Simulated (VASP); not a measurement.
Input of a VASP 6.6.1 run:

INCAR

```
PREC     = Accurate       # precision mode
ENCUT    = 520            # plane-wave cutoff, eV
EDIFF    = 1E-6           # SCF threshold, eV
ISMEAR   = 0              # smearing method
SIGMA    = 0.15           # smearing width, eV
LREAL    = False          # projectors in reciprocal space
LASPH    = True           # aspherical terms in the spheres
NELM     = 100            # most SCF steps
ALGO     = Fast           # electronic algorithm
ISIF     = 2              # what is computed and relaxed
LWAVE    = False          # write WAVECAR
LCHARG   = False          # write CHGCAR
GGA      = PE             # functional
NBANDS   = 11             # bands
```

Contents of KPOINTS:

```
Automatic mesh
0
Gamma
  26 26 26
```

File POSCAR:

```
Pt
1.0
    0.0000000000      1.8858023013      2.0843078067
    1.8858023013      0.0000000000      2.0843078067
    1.8858023013      1.8858023013      0.0000000000
Pt
1
Direct
    0.0000000000      0.0000000000      0.0000000000
```

Potentials or basis: VASP PAW PBE potentials, release 64 (Pt).

The run is started by

```console
$ cat potpaw_PBE.64/Pt/POTCAR > POTCAR
$ mpirun -np 1 vasp_std > vasp.out
```

Q: What does it give for the pressure?

A: 16.4 GPa.

Q: Estimate the band gap on the k mesh.

A: None (metal or under the smearing width).

Stress tensor (GPa, compression positive):
```
21.19  0.00  0.00
 0.00 21.19  0.00
 0.00  0.00  6.92
```

Caveat: so large a pressure means that the cell lies far from this level's equilibrium, or that cutoff or potentials fall short. Spin-orbit coupling is left out, which matters for the levels of Pt.
